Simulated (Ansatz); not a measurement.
Crystal: Nd, fcc type, 1 atom in the cell.

Theory: PBE, plane waves, PAW datasets (generated soft set 1) in Ansatz 0.2.0 development build.

Cutoff 420 eV; k-mesh 42×42×42 Γ-centred; Fermi–Dirac smearing of 0.0612 eV; no spin polarisation; no spin–orbit coupling.

The fit to the energies gives V₀ = 22.794 Å³/atom (a₀ = 4.501 Å), B₀ = 37.0 GPa, B₀′ = 4.94.

Problem. What pressure does the program print at V = 21.398 Å³/atom, and how far above the lowest computed point (V = 22.764 Å³/atom) does the energy lie?

Solution. 2.74 GPa and 11.19 meV/atom. All points:

```json
{"V (Å³/atom)": "21.398", "a (Å)": "4.4070", "E − E(min) (meV/atom)": "11.19", "P (GPa)": "2.74"}
{"V (Å³/atom)": "21.853", "a (Å)": "4.4381", "E − E(min) (meV/atom)": "4.87", "P (GPa)": "1.73"}
{"V (Å³/atom)": "22.309", "a (Å)": "4.4687", "E − E(min) (meV/atom)": "1.24", "P (GPa)": "0.84"}
{"V (Å³/atom)": "22.764", "a (Å)": "4.4989", "E − E(min) (meV/atom)": "0.00", "P (GPa)": "0.05"}
{"V (Å³/atom)": "23.219", "a (Å)": "4.5286", "E − E(min) (meV/atom)": "0.88", "P (GPa)": "-0.65"}
{"V (Å³/atom)": "23.674", "a (Å)": "4.5581", "E − E(min) (meV/atom)": "3.64", "P (GPa)": "-1.28"}
{"V (Å³/atom)": "24.130", "a (Å)": "4.5871", "E − E(min) (meV/atom)": "8.08", "P (GPa)": "-1.83"}
```

The published all-electron PBE values for this crystal (mean of FLEUR and WIEN2k, k-spacing 0.06 Å⁻¹; Bosoni et al., Nat. Rev. Phys. 6, 45 (2024)) are V₀ = 22.765 Å³/atom, B₀ = 37.4 GPa, B₀′ = 4.97.

The stress includes the program's correction for the finite plane-wave basis.

This cubic structure is a model: it isn't the usual form of the substance at ambient conditions, and such phases are metastable or hypothetical. The open f shell is treated without spin here, so this is a model state and not the ground state.
